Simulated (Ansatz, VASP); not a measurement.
# CdTe: VASP beside Ansatz

INCAR

```
  PREC = Accurate
  ENCUT = 520
  EDIFF = 1E-6
  ISMEAR = 0
  SIGMA = 0.02
  LREAL = False
  LASPH = True
  NELM = 100
  ALGO = Normal
  ISIF = 2
  LWAVE = False
  LCHARG = True
  GGA = PS
  LELF = True
  LVHAR = True
  NBANDS = 16
```

File KPOINTS:

```
regular mesh
0
Gamma
  8 8 8
```

File POSCAR:

```
CdTe
1.0
    0.0000000000      3.2455445669      3.2455445669
    3.2455445669      0.0000000000      3.2455445669
    3.2455445669      3.2455445669      0.0000000000
Cd Te
1 1
Direct
    0.0000000000      0.0000000000      0.0000000000
    0.2500000000      0.2500000000      0.2500000000
```

Input for Ansatz:

```yaml
crystal:
  lattice:
    - [0.0, 3.2455445669, 3.2455445669]
    - [3.2455445669, 0.0, 3.2455445669]
    - [3.2455445669, 3.2455445669, 0.0]
  atoms:
    - { symbol: Cd, position: [0.0, 0.0, 0.0] }
    - { symbol: Te, position: [0.25, 0.25, 0.25] }
basis:
  ecutwfc: 420
  xc_grid: 2
kpoints:
  mp_grid: { grid: [8, 8, 8] }
  band_path: { path: [VBM, CBM], npoints: 2 }
hamiltonian:
  xc: pbesol
scf:
  occupations: { method: gaussian, width: 0.02 }
output:
  forces: true
  stress: true
  eigenvalues: true
```

Alike in both runs: task single point; functional PBEsol; k mesh 8 × 8 × 8; occupations gaussian, width 0.02 eV; no spin polarisation.

```csv
,VASP,Ansatz
version,VASP 6.6.1,Ansatz 0.2.0
potentials or method,"VASP PAW PBE potentials, release 64 (Cd, Te)","scalar-relativistic, plane waves, PAW"
plane-wave cutoff (eV),520,420
valence electrons in the cell,18,36
```

|  | VASP | Ansatz | Ansatz less VASP |
| --- | --- | --- | --- |
| gap on the k mesh at the Fermi level (eV) | 0.65 | 0.65 | -0.002 |
| least direct gap on the mesh (eV) | 0.65 | 0.65 | -0.002 |
| pressure (GPa) | 0.1 | 0.0 | -0.16 |

With one functional, cell and mesh, what is left measures potentials, basis and numerics. The two sets of potentials don't hold the same shells in valence.

Caveats: the PAW data sets were made with another functional, which shifts forces and pressure a little (VASP); spin-orbit coupling is left out, which moves the levels of the heavy elements. A hybrid or GW would open this gap; PBEsol tends to underestimate it.
